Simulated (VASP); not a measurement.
# SrVO3 (Pm-3m) in VASP: a series of runs

The runs below take SrVO3 through single point, with PBEsol+U.

Program: VASP 6.6.1. These are calculated values, not measurements. Logs are shortened: lines on timing, memory, paths and dates and some standing lists are left out, and cuts for length are marked.

## 1. Starting point

The structure is cubic, space group Pm-3m (No. 221). Conventional cell: a = 3.841 Å, b = 3.841 Å, c = 3.841 Å, α = 90.00°, β = 90.00°, γ = 90.00°. Sr (site symmetry m-3m) has 12 O at 2.72 Å as nearest neighbours. V (site symmetry m-3m) has 6 O at 1.92 Å as nearest neighbours. O (site symmetry 4/mmm) has 2 V at 1.92 Å as nearest neighbours.

## 2. Single point, PBEsol+U, collinear spin, typed start

INCAR

```
SYSTEM = SrVO3
PREC = Accurate ; ENCUT = 520
EDIFF = 1E-6 ; ISMEAR = 0
SIGMA = 0.05 ; LREAL = .FALSE.
LASPH = .TRUE. ; NELM = 150
ALGO = Normal ; ISIF = 2
LWAVE = .FALSE. ; LCHARG = .TRUE.
ISPIN = 2 ; MAGMOM = 0 1 0 0 0
LORBIT = 11 ; LMAXMIX = 4
LDAU = .TRUE. ; LDAUTYPE = 2
LDAUL = -1 2 -1 ; LDAUU = 0 8 0
LDAUJ = 0 0 0 ; LDAUPRINT = 1
GGA = PS ; LELF = .TRUE.
LVHAR = .TRUE. ; NBANDS = 32
```

KPOINTS

```
regular mesh
0
G
  5 5 5
  0 0 0
```

POSCAR

```
SrVO3
1.0
    3.8408994000      0.0000000000      0.0000000000
    0.0000000000      3.8408994000      0.0000000000
    0.0000000000      0.0000000000      3.8408994000
Sr V O
1 1 3
Direct
    0.5000000000      0.5000000000      0.5000000000
    0.0000000000      0.0000000000      0.0000000000
    0.5000000000      0.0000000000      0.0000000000
    0.0000000000      0.5000000000      0.0000000000
    0.0000000000      0.0000000000      0.5000000000
```

Potentials or basis: VASP PAW PBE potentials, release 64 (Sr_sv, V_sv, O).

Launch:

```bash
$ cat potpaw_PBE.64/Sr_sv/POTCAR potpaw_PBE.64/V_sv/POTCAR potpaw_PBE.64/O/POTCAR > POTCAR
$ mpirun -np 1 vasp_std > vasp.out
```

OUTCAR:

```text
SYSTEM = SrVO3
   PREC = Accurate
   ENCUT = 520
   EDIFF = 1E-6
   ISMEAR = 0
   LREAL = .FALSE.
   LASPH = .TRUE.
   NELM = 150
   ISIF = 2
   ISPIN = 2
   LORBIT = 11
   GGA = PS

 ion  position               nearest neighbor table
   1  0.500  0.500  0.500-   3 2.72   4 2.72   5 2.72   3 2.72   4 2.72   3 2.72   5 2.72   3 2.72
                             4 2.72   5 2.72   4 2.72   5 2.72   2 3.33   2 3.33   2 3.33   2 3.33
   2  0.000  0.000  0.000-   3 1.92   4 1.92   5 1.92   5 1.92   4 1.92   3 1.92   1 3.33   1 3.33
                             1 3.33   1 3.33   1 3.33   1 3.33   1 3.33   1 3.33
   3  0.500  0.000  0.000-   2 1.92   2 1.92   1 2.72   1 2.72   1 2.72   1 2.72
   4  0.000  0.500  0.000-   2 1.92   2 1.92   1 2.72   1 2.72   1 2.72   1 2.72
   5  0.000  0.000  0.500-   2 1.92   2 1.92   1 2.72   1 2.72   1 2.72   1 2.72

  LATTYP: Found a simple cubic cell.
 ALAT       =     3.8408994000

  Lattice vectors:

 A1 = (   3.8408994000,   0.0000000000,   0.0000000000)
 A2 = (   0.0000000000,   3.8408994000,   0.0000000000)
 A3 = (   0.0000000000,   0.0000000000,   3.8408994000)

Analysis of symmetry for initial positions (statically):
=====================================================================
 Subroutine PRICEL returns:
 Original cell was already a primitive cell.

 Routine SETGRP: Setting up the symmetry group for a
 simple cubic supercell.

 Subroutine GETGRP returns: Found 48 space group operations
 (whereof 48 operations were pure point group operations)
 out of a pool of 48 trial point group operations.

The static configuration has the point symmetry O_h .

Analysis of symmetry for dynamics (positions and initial velocities):
=====================================================================
 Subroutine PRICEL returns:
 Original cell was already a primitive cell.

 Routine SETGRP: Setting up the symmetry group for a
 simple cubic supercell.

 Subroutine GETGRP returns: Found 48 space group operations
 (whereof 48 operations were pure point group operations)
 out of a pool of 48 trial point group operations.

The dynamic configuration has the point symmetry O_h .

Analysis of structural, dynamic, and magnetic symmetry:
=====================================================================
 Subroutine PRICEL returns:
 Original cell was already a primitive cell.

 Routine SETGRP: Setting up the symmetry group for a
 simple cubic supercell.

 Subroutine GETGRP returns: Found 48 space group operations
 (whereof 48 operations were pure point group operations)
 out of a pool of 48 trial point group operations.

The overall configuration has the point symmetry O_h .

 Subroutine INISYM returns: Found 48 space group operations
 (whereof 48 operations are pure point group operations),
 and found     1 'primitive' translations

----------------------------------------------------------------------------------------

                                     Primitive cell

  volume of cell :      56.6629

  direct lattice vectors                    reciprocal lattice vectors
     3.840899400  0.000000000  0.000000000     0.260355686  0.000000000  0.000000000
     0.000000000  3.840899400  0.000000000     0.000000000  0.260355686  0.000000000
     0.000000000  0.000000000  3.840899400     0.000000000  0.000000000  0.260355686

  length of vectors
     3.840899400  3.840899400  3.840899400     0.260355686  0.260355686  0.260355686

  position of ions in fractional coordinates (direct lattice)
     0.500000000  0.500000000  0.500000000
     0.000000000  0.000000000  0.000000000
     0.500000000  0.000000000  0.000000000
     0.000000000  0.500000000  0.000000000
     0.000000000  0.000000000  0.500000000

  ion indices of the primitive-cell ions
   primitive index   ion index
                 1           1
                 2           2
                 3           3
                 4           4
[... 82 lines left out ...]
   LORBIT       =     11    0 simple, 1 ext, 2 COOP (PROOUT), +10 PAW based schemes
 LDA+U is selected, type is set to LDAUTYPE =  2
   angular momentum for each species LDAUL =    -1    2   -1
   U (eV)           for each species LDAUU =   0.0  8.0  0.0
   J (eV)           for each species LDAUJ =   0.0  0.0  0.0
   GGA     = PS    functional components
   LHFCALC =     F    Hartree Fock is set to
   AEXX    =    0.0000 exact exchange contribution
   IVDW    =     0    specifies the selected vdW correction
   LEPSILON=     F    determine dielectric tensor
   LRPA    =     F    only Hartree local field effects (RPA)
 spin polarized calculation
 Gauss-broadening in eV      SIGMA  =   0.05
  energy-cutoff  :      520.00
  volume of cell :       56.66
 maximum number of plane-waves:      1551
 NGX is ok and might be reduce to    30
   NGX = 15   NGY = 15   NGZ = 15

atom =   2  type =  2  l = 2

 onsite density matrix

spin component  1

  0.4845 -0.0000 -0.0000  0.0000 -0.0000
 -0.0000  0.4845 -0.0000  0.0000  0.0000
 -0.0000 -0.0000  0.2994 -0.0000 -0.0000
  0.0000  0.0000 -0.0000  0.4845  0.0000
 -0.0000  0.0000 -0.0000  0.0000  0.2994

spin component  2

  0.0753  0.0000  0.0000 -0.0000  0.0000
  0.0000  0.0753  0.0000 -0.0000 -0.0000
  0.0000  0.0000  0.2605  0.0000  0.0000
 -0.0000 -0.0000  0.0000  0.0753 -0.0000
  0.0000 -0.0000  0.0000 -0.0000  0.2605

 occupancies and eigenvectors

  o =  0.0753  v =  0.0000  0.0000  0.0000  0.0000  0.0000  0.0000  0.9998 -0.0000  0.0220 -0.0000      0.0000  0.0000  0.0000  0.0000  0.0000  0.0000  0.0000  0.0000  0.0000  0.0000
  o =  0.0753  v =  0.0000  0.0000  0.0000  0.0000  0.0000  0.0000 -0.0220  0.0000  0.9998 -0.0000      0.0000  0.0000  0.0000  0.0000  0.0000  0.0000  0.0000  0.0000  0.0000  0.0000
  o =  0.0753  v =  0.0000  0.0000  0.0000  0.0000  0.0000  1.0000  0.0000  0.0000  0.0000  0.0000      0.0000  0.0000  0.0000  0.0000  0.0000  0.0000  0.0000  0.0000  0.0000  0.0000
  o =  0.2605  v =  0.0000  0.0000  0.0000  0.0000  0.0000  0.0000  0.0000  0.0024  0.0000 -1.0000      0.0000  0.0000  0.0000  0.0000  0.0000  0.0000  0.0000  0.0000  0.0000  0.0000
  o =  0.2605  v =  0.0000  0.0000  0.0000  0.0000  0.0000  0.0000  0.0000  1.0000 -0.0000  0.0024      0.0000  0.0000  0.0000  0.0000  0.0000  0.0000  0.0000  0.0000  0.0000  0.0000
  o =  0.2994  v =  0.0000 -0.0000  0.0025  0.0000  1.0000  0.0000  0.0000  0.0000  0.0000  0.0000      0.0000  0.0000  0.0000  0.0000  0.0000  0.0000  0.0000  0.0000  0.0000  0.0000
  o =  0.2994  v =  0.0000  0.0000 -1.0000 -0.0000  0.0025  0.0000  0.0000  0.0000  0.0000  0.0000      0.0000  0.0000  0.0000  0.0000  0.0000  0.0000  0.0000  0.0000  0.0000  0.0000
  o =  0.4845  v =  0.0000 -0.2476  0.0000 -0.9689  0.0000  0.0000  0.0000  0.0000  0.0000  0.0000      0.0000  0.0000  0.0000  0.0000  0.0000  0.0000  0.0000  0.0000  0.0000  0.0000
  o =  0.4845  v =  0.0000 -0.9689 -0.0000  0.2476 -0.0000  0.0000  0.0000  0.0000  0.0000  0.0000      0.0000  0.0000  0.0000  0.0000  0.0000  0.0000  0.0000  0.0000  0.0000  0.0000
  o =  0.4845  v =  1.0000  0.0000  0.0000  0.0000  0.0000  0.0000  0.0000  0.0000  0.0000  0.0000      0.0000  0.0000  0.0000  0.0000  0.0000  0.0000  0.0000  0.0000  0.0000  0.0000

 number of electron      41.0000017 magnetization       0.9999793

 Free energy of the ion-electron system (eV)
  ---------------------------------------------------
  ext. energy  EPLUGINS =         0.00000000
  ---------------------------------------------------
  free energy    TOTEN  =       -33.83589738 eV

  energy without entropy =      -33.83240714  energy(sigma->0) =      -33.83415226

 E-fermi :   5.4339     XC(G=0): -11.8406

 val. band max:        5.4164992140   @ k =   0.4000   0.2000   0.2000
 cond. band min:       5.9808125694   @ k =   0.4000   0.4000   0.0000
 fundamental gap:      0.5643133554
 Fermi energy:         5.4338612804

 spin component 1

 k-point     1 :       0.0000    0.0000    0.0000
  band No.  band energies     occupation
      1     -61.0115      1.00000
      2     -34.9180      1.00000
      3     -34.9179      1.00000
      4     -34.9179      1.00000
      5     -28.1062      1.00000
      6     -13.3550      1.00000
[... 339 lines left out ...]
     31      15.2385      0.00000
     32      18.6407      0.00000
 Fermi energy:         5.4338612804

 spin component 2

 k-point     1 :       0.0000    0.0000    0.0000
  band No.  band energies     occupation
      1     -59.6657      1.00000
      2     -33.5887      1.00000
      3     -33.5887      1.00000
      4     -33.5887      1.00000
      5     -28.1106      1.00000
      6     -13.4771      1.00000
[... 339 lines left out ...]
     31      15.2769      0.00000
     32      18.6171      0.00000

------------------------ aborting loop because EDIFF is reached ----------------------------------------

  FORCE on cell =-STRESS in cart. coord.  units (eV):
  Direction    XX          YY          ZZ          XY          YZ          ZX
  --------------------------------------------------------------------------------------
  -------------------------------------------------------------------------------------
  Total        2.3953252      2.3953252      2.3953252      0.0000000     -0.0000000     -0.0000000
  in kB       67.7292517     67.7292517     67.7292517      0.0000000     -0.0000000     -0.0000000
  external PRESSURE =      67.7292517 kB  Pullay stress =       0.0000000 kB

 VOLUME and BASIS-vectors are now :
 -----------------------------------------------------------------------------
  energy-cutoff  :      520.00
  volume of cell :       56.66
      direct lattice vectors                 reciprocal lattice vectors
     3.840899400  0.000000000  0.000000000     0.260355686  0.000000000  0.000000000
     0.000000000  3.840899400  0.000000000     0.000000000  0.260355686  0.000000000
     0.000000000  0.000000000  3.840899400     0.000000000  0.000000000  0.260355686

 POSITION                                       TOTAL-FORCE (eV/Angst)
 -----------------------------------------------------------------------------------
      1.92045      1.92045      1.92045         0.000000      0.000000      0.000000
      0.00000      0.00000      0.00000         0.000000      0.000000      0.000000
      1.92045      0.00000      0.00000         0.000000      0.000000      0.000000
      0.00000      1.92045      0.00000         0.000000      0.000000      0.000000
      0.00000      0.00000      1.92045         0.000000      0.000000      0.000000
 -----------------------------------------------------------------------------------
    total drift:                                0.000000     -0.000000      0.000000

  FREE ENERGIE OF THE ION-ELECTRON SYSTEM (eV)
  ---------------------------------------------------
  free  energy   TOTEN  =       -33.8358973799 eV

  energy  without entropy=      -33.8324071397  energy(sigma->0) =      -33.83415226

 total charge

# of ion       s       p       d       tot
------------------------------------------
    1        1.999   5.767   0.226   7.993
    2        2.305   6.379   2.766  11.450
    3        1.559   3.492   0.000   5.050
    4        1.559   3.492   0.000   5.050
    5        1.559   3.492   0.000   5.050
--------------------------------------------------
tot          8.980  22.622   2.992  34.594

 magnetization (x)

# of ion       s       p       d       tot
------------------------------------------
    1       -0.001  -0.004   0.000  -0.004
    2        0.011   0.014   1.301   1.326
    3       -0.004  -0.112   0.000  -0.115
    4       -0.004  -0.112   0.000  -0.115
    5       -0.004  -0.112   0.000  -0.115
--------------------------------------------------
tot         -0.000  -0.325   1.301   0.976
```

It took 65 s on 1 thread of AMD EPYC 7R43 (Zen 3), shared host; peak memory 0.16 GiB.

What came out:

```
Free energy                                           : -33.8359 eV
Pressure                                              : 6.8 GPa
Band gap on the k mesh                                : none (metal or under the smearing width)
Net moment                                            : 1.00 μB per cell
Site moments                                          : Sr -0.00; V +1.33; O -0.12 μB
Valence electrons inside the program's atomic spheres : Sr 7.99; V 11.45; O 5.05
```

Eigenvalues of the final occupation matrices:
| site | spin | trace | eigenvalues |
| --- | --- | --- | --- |
| site 2 d | 1 | 2.05 | 0.30 0.30 0.48 0.48 0.48 |
| site 2 d | 2 | 0.75 | 0.08 0.08 0.08 0.26 0.26 |

Caveat: the PAW data sets were made with another functional, which shifts forces and pressure a little.

(Part 1 of 2 ends here.)
